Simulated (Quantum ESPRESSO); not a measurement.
The system is KTaO3.

```
Ta K O
1.0
     3.98830    0.00000    0.00000
     0.00000    3.98830    0.00000
     0.00000    0.00000    3.98830
Ta K O
1 1 3
Direct
  0.00000 0.00000 0.00000
  0.50000 0.50000 0.50000
  0.00000 0.00000 0.50000
  0.00000 0.50000 0.00000
  0.50000 0.00000 0.00000
```

Base run:

| Quantity | Value |
| --- | --- |
| Program | Quantum ESPRESSO 7.5 |
| Functional | AM05 |
| Potentials or basis | GBRV 1.5 PBE |
| Cutoff | 762 eV |
| Density cutoff | 6095 eV |
| k mesh | 6 × 6 × 6, shifted |
| Occupations | fermi-dirac, width 0.05 eV |
| Spin | no spin polarisation |

Its results: pressure 1.3 GPa; electronic dielectric tensor (diagonal) 5.44.

Question: The run is repeated on the same cell with these changes: functional from AM05 to PBE. What comes out?

Answer: Pressure 5.8 GPa; electronic dielectric tensor (diagonal) 5.30.

PBE binds less tightly than AM05, so the same cell stands under more pressure.

Caveats: the potentials were made for another functional, which shifts forces and pressure (some runs); the cell is more than 3 GPa from zero pressure, which shifts response properties (some runs).
